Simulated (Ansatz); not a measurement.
Set up this calculation in Ansatz 0.2.0, as the native input.

| Item | Value |
| --- | --- |
| Task | band structure |
| Functional | PBEsol |
| Potentials or basis | Ansatz PAW |
| Cutoff | 420 eV (not typed: the program's choice for these potentials) |
| k mesh | 6 × 6 × 9 |
| Occupations | fermi-dirac, width 0.05 eV |
| Spin | no spin polarisation |
| Hubbard terms | Ti d U = 2 eV |
| Path | [["G", "M", "K", "G", "A", "L", "H", "A"], ["L", "M"], ["K", "H"]] |
| Points for each segment of the path | 14 |
| Hubbard projectors | ortho-atomic (the default) |
| Double counting | fll (the default) |

Crystal: TiO.

```
CELL_PARAMETERS angstrom
4.98909 0.00000 0.00000
-2.49454 4.32068 0.00000
0.00000 0.00000 2.87331
ATOMIC_POSITIONS crystal
Ti 0.00000 0.00000 0.00000
Ti 0.33333 0.66667 0.50000
Ti 0.66667 0.33333 0.50000
O 0.00000 0.39444 0.00000
O 0.39444 0.00000 0.00000
O 0.60556 0.60556 0.00000
```

The cell comes from a database or a generator and needn't be the stable form of this composition.

The input as run:

input.yaml

```yaml
crystal:
  lattice:
    - [4.989087772, 0.0, 0.0]
    - [-2.494543886, 4.3206767523, 0.0]
    - [0.0, 0.0, 2.87331344]
  atoms:
    - { symbol: Ti, position: [0.0, 0.0, 0.0] }
    - { symbol: Ti, position: [0.3333333333, 0.6666666667, 0.5] }
    - { symbol: Ti, position: [0.6666666667, 0.3333333333, 0.5] }
    - { symbol: O, position: [0.0, 0.39444076, 0.0] }
    - { symbol: O, position: [0.39444076, 0.0, 0.0] }
    - { symbol: O, position: [0.60555924, 0.60555924, 0.0] }
hamiltonian:
  xc: pbesol
  pseudopotentials: { kind: paw }
  hubbard: { sites: [{ species: Ti, l: d, u_eff: 2.0 }] }
kpoints:
  mp_grid: { grid: [6, 6, 9] }
  band_path:
    path:
      - [[0.0, 0.0, 0.0], [0.5, 0.0, 0.0], [0.3333333333, 0.3333333333, 0.0], [0.0, 0.0, 0.0], [0.0, 0.0, 0.5], [0.5, 0.0, 0.5], [0.3333333333, 0.3333333333, 0.5], [0.0, 0.0, 0.5]]
      - [[0.5, 0.0, 0.5], [0.5, 0.0, 0.0]]
      - [[0.3333333333, 0.3333333333, 0.0], [0.3333333333, 0.3333333333, 0.5]]
    npoints: 14
scf:
  occupations: { method: fermi_dirac, width: 0.05 }
  n_extra_bands: 15
output:
  forces: true
  stress: true
  eigenvalues: true
  fatbands: false
```

Potentials or basis: Ansatz PAW.

The run is started by

```sh
$ ansatz run input.yaml --threads 2 --pin off --max-ram 5632MiB --backend cpu --events-out ev --progress --plain --runs-dir out
```

Results of the run:

```
Pressure               : -2.9 GPa
Largest force          : 0.050 eV/Å
Band gap on the k mesh : none (metal or under the smearing width)
```

Caveat: the pressure holds a Pulay correction of +0.6 GPa for the finite cutoff; U without spin polarisation on a metal has little footing; the PAW data sets come from PBE, with cores solved anew for the run's functional, which leaves a small shift of forces and pressure.

Wall time 20 s on 2 threads of Arm Neoverse V1, on a shared host, peak memory 0.54 GiB.
